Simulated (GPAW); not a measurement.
# GaAs (F-43m) in GPAW: further runs

Runs on GaAs. Level: GLLB-SC. Tasks: single point, dielectric tensor, optical spectrum, energy-loss spectrum, optical spectrum by the Bethe-Salpeter equation.

Program: GPAW 26.7.0. These are calculated values, not measurements. Logs are shortened: lines on timing, memory, paths and dates and some standing lists are left out, and cuts for length are marked. The log counts tension as positive stress, the text compression.

**What was measured.**

From a printed reference work, textbook, for a bulk crystal of GaAs at 300 K: high-frequency dielectric constant 10.89.

The results are compared with them further down.

## 1. The structure

The structure is cubic, space group F-43m (No. 216). Conventional cell: a = 5.654 Å, b = 5.654 Å, c = 5.654 Å, α = 90.00°, β = 90.00°, γ = 90.00°. Around As (site symmetry -43m) lie 4 Ga at 2.45 Å. Ga (site symmetry -43m) has 4 As at 2.45 Å as nearest neighbours.

## 2. Single point, GLLB-SC

The input, run.py:

```python
from ase.dft.bandgap import bandgap
from ase.io import read, write
from gpaw import GPAW, PW

atoms = read('GaAs.xyz')

calc = GPAW(mode=PW(500),
            xc='GLLBSC',
            kpts={'size': (7, 7, 7), 'gamma': True},
            occupations={'name': 'fermi-dirac', 'width': 0.05},
            nbands=11,
            convergence={'density': 1e-05, 'energy': 1e-05},
            maxiter=80,
            txt='gpaw.txt')
atoms.calc = calc
energy = atoms.get_potential_energy()
calc.write('gs.gpw')
write('result.traj', atoms)
print('Fermi level:', round(calc.get_fermi_level(), 4), 'eV')
print(f'Gap: {bandgap(calc)[0]:.4f} eV, direct: {bandgap(calc, direct=True)[0]:.4f} eV')
```

The input, GaAs.xyz:

```xyz
2
Lattice="0.0000000000 2.8268500000 2.8268500000 2.8268500000 0.0000000000 2.8268500000 2.8268500000 2.8268500000 0.0000000000" Properties=species:S:1:pos:R:3 pbc="T T T"
As     4.2402750000      4.2402750000      4.2402750000
Ga     0.0000000000      0.0000000000      0.0000000000
```

Potentials or basis: the program's PAW data sets (release 1.2.1) made for this functional, pw.

Run with:

```console
$ OMP_NUM_THREADS=1 python run.py
```

gpaw.txt:

```text
___ ___ ___ _ _ _
 |   |   |_  | | | |
 | | | | | . | | | |
 |__ |  _|___|_____|  26.7.0
 |___|_|

Input parameters:
  convergence: {density: 1e-05,
                energy: 1e-05}
  kpts: {gamma: True,
         size: (7, 7, 7)}
  maxiter: 80
  mode: {ecut: 500.0,
         name: pw}
  nbands: 11
  occupations: {name: fermi-dirac,
                width: 0.05}
  xc: GLLBSC

System changes: positions, numbers, cell, pbc, initial_charges, initial_magmoms

Initialize ...

species:
  As:
    name:    Arsenic
    Z:       33.0
    valence: 5
    core:    28
    charge:  0.0  # [|e|]
    compensation charges:
      type: gauss
      rc: 0.33  # [Å]
      lmax: 2
    cutoffs:
      filter: 1.87  # [Å]
      core: 2.96  # [Å]
    projectors
    | kind |    occ | energy [eV] | rcut [Å] |
    |------|--------|-------------|----------|
    |   4s |  2.000 |     -16.478 |    1.058 |
    |   4p |  3.000 |      -7.456 |    1.058 |
    |    s |        |      10.734 |    1.058 |
    |    p |        |      19.755 |    1.058 |
    |    d |        |       0.000 |    1.058 |

    Using partial waves for As as LCAO basis

  Ga:
    name:    Gallium
    Z:       31.0
    valence: 3
    core:    28
    charge:  0.0  # [|e|]
    compensation charges:
      type: gauss
      rc: 0.37  # [Å]
      lmax: 2
    cutoffs:
      filter: 2.06  # [Å]
      core: 4.02  # [Å]
    projectors
    | kind |    occ | energy [eV] | rcut [Å] |
    |------|--------|-------------|----------|
    |   4s |  2.000 |      -9.380 |    1.164 |
    |   4p |  1.000 |      -3.146 |    1.164 |
    |    s |        |      17.831 |    1.164 |
    |    p |        |      24.065 |    1.164 |
    |    d |        |       0.000 |    1.164 |

    Using partial waves for Ga as LCAO basis

Reference energy: -114302.559724  # eV

Spin-paired calculation

Convergence criteria:
 Maximum [total energy] change in last 3 cyles: 1e-05 eV / valence electron
 Maximum integral of absolute [dens]ity change: 1e-05 electrons / valence electron
 Maximum integral of absolute [eigenst]ate change: 4e-08 eV^2 / valence electron
 Maximum number of scf [iter]ations: 80
 (Square brackets indicate name in SCF output, whereas a 'c' in
 the SCF output indicates the quantity has converged.)

Symmetries present (total): 24

  ( 1  0  0)  ( 1  0  0)  ( 1  0 -1)  ( 1  0 -1)  ( 1 -1  0)  ( 1 -1  0)
  ( 0  1  0)  ( 0  0  1)  ( 0  1 -1)  ( 0  0 -1)  ( 0 -1  1)  ( 0 -1  0)
  ( 0  0  1)  ( 0  1  0)  ( 0  0 -1)  ( 0  1 -1)  ( 0 -1  0)  ( 0 -1  1)

  ( 0  1  0)  ( 0  1  0)  ( 0  1 -1)  ( 0  1 -1)  ( 0  0  1)  ( 0  0  1)
  ( 1  0  0)  ( 0  0  1)  ( 1  0 -1)  ( 0  0 -1)  ( 1  0  0)  ( 0  1  0)
  ( 0  0  1)  ( 1  0  0)  ( 0  0 -1)  ( 1  0 -1)  ( 0  1  0)  ( 1  0  0)

  ( 0  0 -1)  ( 0  0 -1)  ( 0 -1  1)  ( 0 -1  1)  ( 0 -1  0)  ( 0 -1  0)
  ( 1  0 -1)  ( 0  1 -1)  ( 1 -1  0)  ( 0 -1  0)  ( 1 -1  0)  ( 0 -1  1)
  ( 0  1 -1)  ( 1  0 -1)  ( 0 -1  0)  ( 1 -1  0)  ( 0 -1  1)  ( 1 -1  0)

  (-1  1  0)  (-1  1  0)  (-1  0  1)  (-1  0  1)  (-1  0  0)  (-1  0  0)
  (-1  0  1)  (-1  0  0)  (-1  1  0)  (-1  0  0)  (-1  1  0)  (-1  0  1)
  (-1  0  0)  (-1  0  1)  (-1  0  0)  (-1  1  0)  (-1  0  1)  (-1  1  0)

343 k-points: 7 x 7 x 7 Monkhorst-Pack grid
20 k-points in the irreducible part of the Brillouin zone
       k-points in crystal coordinates                weights
   0:     0.00000000    0.00000000    0.00000000          1/343
   1:     0.14285714    0.14285714    0.00000000          6/343
   2:     0.14285714    0.14285714    0.14285714          8/343
   3:     0.28571429    0.14285714    0.14285714         12/343
   4:     0.28571429    0.28571429    0.00000000          6/343
   5:     0.28571429    0.28571429    0.14285714         24/343
   6:     0.28571429    0.28571429    0.28571429          8/343
   7:     0.42857143   -0.28571429   -0.28571429         12/343
   8:     0.42857143    0.28571429   -0.42857143         48/343
   9:     0.42857143    0.28571429   -0.28571429         24/343
          ...
  19:     0.42857143    0.42857143    0.42857143          8/343

Wave functions: Plane wave expansion
  Cutoff energy: 500.000 eV
  Number of coefficients (min, max): 1137, 1161
  Pulay-stress correction: 0.000000 eV/Ang^3 (de/decut=0.000000)
  Using FFTW library
  ScaLapack parameters: grid=1x1, blocksize=None
  Wavefunction extrapolation:
    Improved wavefunction reuse through dual PAW basis

Occupation numbers: Fermi-Dirac:
  width: 0.0500  # eV

Eigensolver
   Davidson(niter=2)

Densities:
  Coarse grid: 21*21*21 grid
  Fine grid: 42*42*42 grid
  Total Charge: 0.000000

Density mixing:
  Method: separate
  Backend: msr1
  Linear mixing parameter: 0.05
  old densities: 10
  Width of damping distribution: 1.1
  Damping of long wavelength oscillations: 20

Hamiltonian:
  XC and Coulomb potentials evaluated on a 42*42*42 grid
  Using the GLLBSC Exchange-Correlation functional
  External potential:
    NoExternalPotential

XC parameters: GLLBSC functional being used consists of
  -----------------------------------------------------------------------
  | Weight | Module     | Description                                   |
  -----------------------------------------------------------------------
  |  1.000 | SCREENING  | GGA_X_PBE_SOL with 2 nearest neighbor stencil |
  |  1.000 | RESPONSE   | eps=0.0500 eV                                 |
  |  1.000 | XC         | GGA_C_PBE_SOL with 2 nearest neighbor stencil |
  -----------------------------------------------------------------------

Number of atoms: 2
Number of atomic orbitals: 8
Number of bands in calculation: 11
Number of valence electrons: 8
Bands to converge: occupied

... initialized

Initializing position-dependent things.

Density initialized from atomic densities
Creating initial wave functions:
  8 bands from LCAO basis set
  3 bands from random numbers

                    As

       Ga

Atomic positions and initial magnetic moments

Positions:
   0 As     4.240275    4.240275    4.240275    ( 0.0000,  0.0000,  0.0000)
   1 Ga     0.000000    0.000000    0.000000    ( 0.0000,  0.0000,  0.0000)

Unit cell:
           periodic     x           y           z      points  spacing
  1. axis:    yes    0.000000    2.826850    2.826850    21     0.1554
  2. axis:    yes    2.826850    0.000000    2.826850    21     0.1554
  3. axis:    yes    2.826850    2.826850    0.000000    21     0.1554

  Lengths:   3.997770   3.997770   3.997770
  Angles:   60.000000  60.000000  60.000000

Effective grid spacing dv^(1/3) = 0.1696

iter:   1    -8.414501
iter:   2    -8.875741   -1.46  -0.78
iter:   3    -8.616178   -1.37  -0.77
iter:   4    -8.724396   -2.78  -0.97
iter:   5    -8.863740   -2.11  -1.00
iter:   6    -8.812454   -3.19  -1.66
iter:   7    -8.803772   -3.94  -1.58
iter:   8    -8.819680   -3.23  -1.66
iter:   9    -8.811866   -5.06  -2.68
iter:  10    -8.808196   -5.55  -2.70
iter:  11    -8.808958   -6.22  -3.34
iter:  12    -8.808646   -7.59c -4.15
iter:  13    -8.808484   -8.38c -4.40
iter:  14    -8.808511   -9.66c -4.98
iter:  15    -8.808503c  -9.85c -5.46c

Converged after 15 iterations.

Dipole moment: (3.349963, 3.349963, 3.349963) |e|*Ang

Energy contributions relative to reference atoms: (reference = -114302.559724)

Kinetic:        +44.756769
Potential:      -40.188062
External:        +0.000000
XC:             -13.633410
Entropy (-ST):   -0.000003
Local:           +0.256202
SIC:             +0.000000
--------------------------
Free energy:     -8.808505
Extrapolated:    -8.808503

GLLBSC response reference energy: 4.20435 eV (from HOMO)

Showing only first 2 kpts
 Kpt  Band  Eigenvalues  Occupancy
  0     2      4.20433    1.99960
  0     3      4.20433    1.99960
  0     4      5.00001    0.00123
  0     5      8.14294    0.00000

  1     2      3.43106    2.00000
  1     3      3.43106    2.00000
  1     4      6.86835    0.00000
  1     5      7.47080    0.00000

Fermi level: 4.63018

Gap: 0.796 eV
Transition (v -> c):
  (s=0, k=0, n=3, [0.00, 0.00, 0.00]) -> (s=0, k=0, n=4, [0.00, 0.00, 0.00])
No difference between direct/indirect transitions
Writing to gs.gpw (mode='')
```

Run time: 15 s. Hardware: 1 thread of Arm Neoverse N1, shared host; peak memory 0.14 GiB.

What came out:

* Band gap on the k mesh, Kohn-Sham part alone: 0.80 eV, direct

Caveat: a model potential gives levels but no total energy; an odd mesh through Γ misses points on the zone boundary, where band edges often lie.

## 3. Dielectric tensor, GLLB-SC

The input, run.py:

```python
import numpy as np
from ase.dft.bandgap import bandgap
from ase.io import read, write
from gpaw import GPAW, PW
from gpaw.response.df import DielectricFunction

atoms = read('GaAs.xyz')

calc = GPAW(mode=PW(500),
            xc='GLLBSC',
            kpts={'size': (7, 7, 7), 'gamma': True},
            occupations={'name': 'fermi-dirac', 'width': 0.001},
            nbands=11,
            convergence={'density': 1e-06},
            maxiter=150,
            txt='gpaw.txt')
atoms.calc = calc
energy = atoms.get_potential_energy()
calc.write('gs.gpw')
write('result.traj', atoms)
print('Fermi level:', round(calc.get_fermi_level(), 4), 'eV')
print(f'Gap: {bandgap(calc)[0]:.4f} eV, direct: {bandgap(calc, direct=True)[0]:.4f} eV')

for size in [(15, 15, 15), (21, 21, 21)]:
    name = 'x'.join(str(n) for n in size)
    dense = calc.fixed_density(kpts={'size': size, 'gamma': True},
                               nbands=30, convergence={'bands': 24},
                               update_fermi_level=True, txt=f'dense-{name}.txt')
    dense.write(f'{name}.gpw', mode='all')
    df = DielectricFunction(f'{name}.gpw', frequencies=np.array([0.0]), hilbert=False, eta=0.001,
                            ecut=60, nbands=24, intraband=False, txt=f'df-{name}.txt')
    for xc in ['RPA', 'ALDA', 'LR0.3']:
        for direction in ['x', 'y', 'z', [0, 1, 1], [1, 0, 1], [1, 1, 0]]:
            e0, e = df.get_macroscopic_dielectric_constant(xc=xc, direction=direction)
            print(f'{name} {xc} {direction}: {e0:.4f} without, {e:.4f} with local fields')
```

GaAs.xyz is that of step 2.

Potentials or basis: the program's PAW data sets (release 1.2.1) made for this functional, pw.

Run with:

```console
$ OMP_NUM_THREADS=1 python run.py
```

gpaw.txt:

```text
___ ___ ___ _ _ _
 |   |   |_  | | | |
 | | | | | . | | | |
 |__ |  _|___|_____|  26.7.0
 |___|_|

Input parameters:
  convergence: {density: 1e-06}
  kpts: {gamma: True,
         size: (7, 7, 7)}
  maxiter: 150
  mode: {ecut: 500.0,
         name: pw}
  nbands: 11
  occupations: {name: fermi-dirac,
                width: 0.001}
  xc: GLLBSC

System changes: positions, numbers, cell, pbc, initial_charges, initial_magmoms

Initialize ...

species:
  As:
    name:    Arsenic
    Z:       33.0
    valence: 5
    core:    28
    charge:  0.0  # [|e|]
    compensation charges:
      type: gauss
      rc: 0.33  # [Å]
      lmax: 2
    cutoffs:
      filter: 1.87  # [Å]
      core: 2.96  # [Å]
    projectors
    | kind |    occ | energy [eV] | rcut [Å] |
    |------|--------|-------------|----------|
    |   4s |  2.000 |     -16.478 |    1.058 |
    |   4p |  3.000 |      -7.456 |    1.058 |
    |    s |        |      10.734 |    1.058 |
    |    p |        |      19.755 |    1.058 |
    |    d |        |       0.000 |    1.058 |

    Using partial waves for As as LCAO basis

  Ga:
    name:    Gallium
    Z:       31.0
    valence: 3
    core:    28
    charge:  0.0  # [|e|]
    compensation charges:
      type: gauss
      rc: 0.37  # [Å]
      lmax: 2
    cutoffs:
      filter: 2.06  # [Å]
      core: 4.02  # [Å]
    projectors
    | kind |    occ | energy [eV] | rcut [Å] |
    |------|--------|-------------|----------|
    |   4s |  2.000 |      -9.380 |    1.164 |
    |   4p |  1.000 |      -3.146 |    1.164 |
    |    s |        |      17.831 |    1.164 |
    |    p |        |      24.065 |    1.164 |
    |    d |        |       0.000 |    1.164 |

    Using partial waves for Ga as LCAO basis

Reference energy: -114302.559724  # eV

Spin-paired calculation

Convergence criteria:
 Maximum [total energy] change in last 3 cyles: 0.0005 eV / valence electron
 Maximum integral of absolute [dens]ity change: 1e-06 electrons / valence electron
 Maximum integral of absolute [eigenst]ate change: 4e-08 eV^2 / valence electron
 Maximum number of scf [iter]ations: 150
 (Square brackets indicate name in SCF output, whereas a 'c' in
 the SCF output indicates the quantity has converged.)

Symmetries present (total): 24

  ( 1  0  0)  ( 1  0  0)  ( 1  0 -1)  ( 1  0 -1)  ( 1 -1  0)  ( 1 -1  0)
  ( 0  1  0)  ( 0  0  1)  ( 0  1 -1)  ( 0  0 -1)  ( 0 -1  1)  ( 0 -1  0)
  ( 0  0  1)  ( 0  1  0)  ( 0  0 -1)  ( 0  1 -1)  ( 0 -1  0)  ( 0 -1  1)

  ( 0  1  0)  ( 0  1  0)  ( 0  1 -1)  ( 0  1 -1)  ( 0  0  1)  ( 0  0  1)
  ( 1  0  0)  ( 0  0  1)  ( 1  0 -1)  ( 0  0 -1)  ( 1  0  0)  ( 0  1  0)
  ( 0  0  1)  ( 1  0  0)  ( 0  0 -1)  ( 1  0 -1)  ( 0  1  0)  ( 1  0  0)

  ( 0  0 -1)  ( 0  0 -1)  ( 0 -1  1)  ( 0 -1  1)  ( 0 -1  0)  ( 0 -1  0)
  ( 1  0 -1)  ( 0  1 -1)  ( 1 -1  0)  ( 0 -1  0)  ( 1 -1  0)  ( 0 -1  1)
  ( 0  1 -1)  ( 1  0 -1)  ( 0 -1  0)  ( 1 -1  0)  ( 0 -1  1)  ( 1 -1  0)

  (-1  1  0)  (-1  1  0)  (-1  0  1)  (-1  0  1)  (-1  0  0)  (-1  0  0)
  (-1  0  1)  (-1  0  0)  (-1  1  0)  (-1  0  0)  (-1  1  0)  (-1  0  1)
  (-1  0  0)  (-1  0  1)  (-1  0  0)  (-1  1  0)  (-1  0  1)  (-1  1  0)

343 k-points: 7 x 7 x 7 Monkhorst-Pack grid
20 k-points in the irreducible part of the Brillouin zone
       k-points in crystal coordinates                weights
   0:     0.00000000    0.00000000    0.00000000          1/343
   1:     0.14285714    0.14285714    0.00000000          6/343
   2:     0.14285714    0.14285714    0.14285714          8/343
   3:     0.28571429    0.14285714    0.14285714         12/343
   4:     0.28571429    0.28571429    0.00000000          6/343
   5:     0.28571429    0.28571429    0.14285714         24/343
   6:     0.28571429    0.28571429    0.28571429          8/343
   7:     0.42857143   -0.28571429   -0.28571429         12/343
   8:     0.42857143    0.28571429   -0.42857143         48/343
   9:     0.42857143    0.28571429   -0.28571429         24/343
          ...
  19:     0.42857143    0.42857143    0.42857143          8/343

Wave functions: Plane wave expansion
  Cutoff energy: 500.000 eV
  Number of coefficients (min, max): 1137, 1161
  Pulay-stress correction: 0.000000 eV/Ang^3 (de/decut=0.000000)
  Using FFTW library
  ScaLapack parameters: grid=1x1, blocksize=None
  Wavefunction extrapolation:
    Improved wavefunction reuse through dual PAW basis

Occupation numbers: Fermi-Dirac:
  width: 0.0010  # eV

Eigensolver
   Davidson(niter=2)

Densities:
  Coarse grid: 21*21*21 grid
  Fine grid: 42*42*42 grid
  Total Charge: 0.000000

Density mixing:
  Method: separate
  Backend: msr1
  Linear mixing parameter: 0.05
  old densities: 10
  Width of damping distribution: 1.1
  Damping of long wavelength oscillations: 20

Hamiltonian:
  XC and Coulomb potentials evaluated on a 42*42*42 grid
  Using the GLLBSC Exchange-Correlation functional
  External potential:
    NoExternalPotential

XC parameters: GLLBSC functional being used consists of
  -----------------------------------------------------------------------
  | Weight | Module     | Description                                   |
  -----------------------------------------------------------------------
  |  1.000 | SCREENING  | GGA_X_PBE_SOL with 2 nearest neighbor stencil |
  |  1.000 | RESPONSE   | eps=0.0500 eV                                 |
  |  1.000 | XC         | GGA_C_PBE_SOL with 2 nearest neighbor stencil |
  -----------------------------------------------------------------------

Number of atoms: 2
Number of atomic orbitals: 8
Number of bands in calculation: 11
Number of valence electrons: 8
Bands to converge: occupied

... initialized

Initializing position-dependent things.

Density initialized from atomic densities
Creating initial wave functions:
  8 bands from LCAO basis set
  3 bands from random numbers

                    As

       Ga

Atomic positions and initial magnetic moments

Positions:
   0 As     4.240275    4.240275    4.240275    ( 0.0000,  0.0000,  0.0000)
   1 Ga     0.000000    0.000000    0.000000    ( 0.0000,  0.0000,  0.0000)

Unit cell:
           periodic     x           y           z      points  spacing
  1. axis:    yes    0.000000    2.826850    2.826850    21     0.1554
  2. axis:    yes    2.826850    0.000000    2.826850    21     0.1554
  3. axis:    yes    2.826850    2.826850    0.000000    21     0.1554

  Lengths:   3.997770   3.997770   3.997770
  Angles:   60.000000  60.000000  60.000000

Effective grid spacing dv^(1/3) = 0.1696

iter:   1    -8.414501
iter:   2    -8.875741   -1.46  -0.78
iter:   3    -8.616180   -1.37  -0.77
iter:   4    -8.724398   -2.78  -0.97
iter:   5    -8.863742   -2.11  -1.00
iter:   6    -8.812455   -3.19  -1.66
iter:   7    -8.803773   -3.94  -1.58
iter:   8    -8.819681   -3.23  -1.66
iter:   9    -8.811867   -5.06  -2.68
iter:  10    -8.808197   -5.55  -2.70
iter:  11    -8.808959c  -6.22  -3.34
iter:  12    -8.808646c  -7.59c -4.15
iter:  13    -8.808485c  -8.38c -4.40
iter:  14    -8.808512c  -9.66c -4.98
iter:  15    -8.808504c  -9.85c -5.46
iter:  16    -8.808513c -10.74c -5.38
iter:  17    -8.808513c -11.70c -6.10c

Converged after 17 iterations.

Dipole moment: (3.349954, 3.349954, 3.349954) |e|*Ang

Energy contributions relative to reference atoms: (reference = -114302.559724)

Kinetic:        +44.755538
Potential:      -40.186857
External:        +0.000000
XC:             -13.633343
Entropy (-ST):   -0.000000
Local:           +0.256150
SIC:             +0.000000
--------------------------
Free energy:     -8.808513
Extrapolated:    -8.808513

GLLBSC response reference energy: 4.20433 eV (from HOMO)

Showing only first 2 kpts
 Kpt  Band  Eigenvalues  Occupancy
  0     2      4.20434    2.00000
  0     3      4.20434    2.00000
  0     4      5.00000    0.00000
  0     5      8.14293    0.00000

  1     2      3.43106    2.00000
  1     3      3.43106    2.00000
  1     4      6.86835    0.00000
  1     5      7.47079    0.00000

Fermi level: 4.62713

Gap: 0.796 eV
Transition (v -> c):
  (s=0, k=0, n=3, [0.00, 0.00, 0.00]) -> (s=0, k=0, n=4, [0.00, 0.00, 0.00])
No difference between direct/indirect transitions
Writing to gs.gpw (mode='')
```

It took 8.7 min on 1 thread of Arm Neoverse N1, shared host; peak memory 0.8 GiB.

Results:

| Property | Result |
| --- | --- |
| Band gap on the k mesh, Kohn-Sham part alone | 0.80 eV, direct |
| Electronic dielectric tensor (diagonal) | 11.21 |

Electronic dielectric tensor:
```
11.21  0.00  0.00
 0.00 11.21  0.00
 0.00  0.00 11.21
```

Caveat: a model potential gives levels but no total energy; the long-wavelength limit can be off by a per cent or two; response on these states lacks terms of the Hamiltonian; an odd mesh through Γ misses points on the zone boundary, where band edges often lie.

[end of part 1 of 3]
